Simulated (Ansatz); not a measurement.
The system is MoP.

```
Mo P
1.0
     3.22300    0.00000    0.00000
    -1.61150    2.79120    0.00000
     0.00000    0.00000    3.19100
Mo P
1 1
Direct
  0.00000 0.00000 0.00000
  0.33333 0.66667 0.50000
```

* Program: Ansatz 0.2.0
* Task: relaxation of cell and atoms
* Functional: PBE
* Dispersion: D4
* Potentials or basis: all-electron LAPW, scalar-relativistic
* Basis error allowed: 0.001 eV/atom
* k mesh: 10 × 10 × 8
* Occupations: fermi-dirac, width 0.05 eV
* Spin: no spin polarisation

At the start: volume 14.35 Å³/atom.

**Question.** Where does the relaxation end?

**Answer.** Over 5 steps the energy falls by 2.3 meV/atom and the volume is 14.14 Å³/atom (-1.5 %); space group P-6m2 (No. 187, to 0.05 Å).

The path:
```csv
step,energy change (eV),largest force (eV/Å),volume (Å³)
1,0.0000,0.0000,28.71
2,-0.0041,0.0000,28.15
3,-0.0046,0.0000,28.28
4,-0.0046,0.0000,28.28
5,-0.0046,0.0000,28.28
```

Final structure:
```cif
data_structure
_symmetry_space_group_name_H-M 'P 1'
_symmetry_Int_Tables_number 1
_cell_length_a 3.2066
_cell_length_b 3.2066
_cell_length_c 3.1759
_cell_angle_alpha 90.000
_cell_angle_beta 90.000
_cell_angle_gamma 120.000
_cell_volume 28.28
loop_
_atom_site_label
_atom_site_type_symbol
_atom_site_fract_x
_atom_site_fract_y
_atom_site_fract_z
_atom_site_occupancy
Mo1 Mo 0.00000 0.00000 0.00000 1
P1 P 0.33333 0.66667 0.50000 1
```
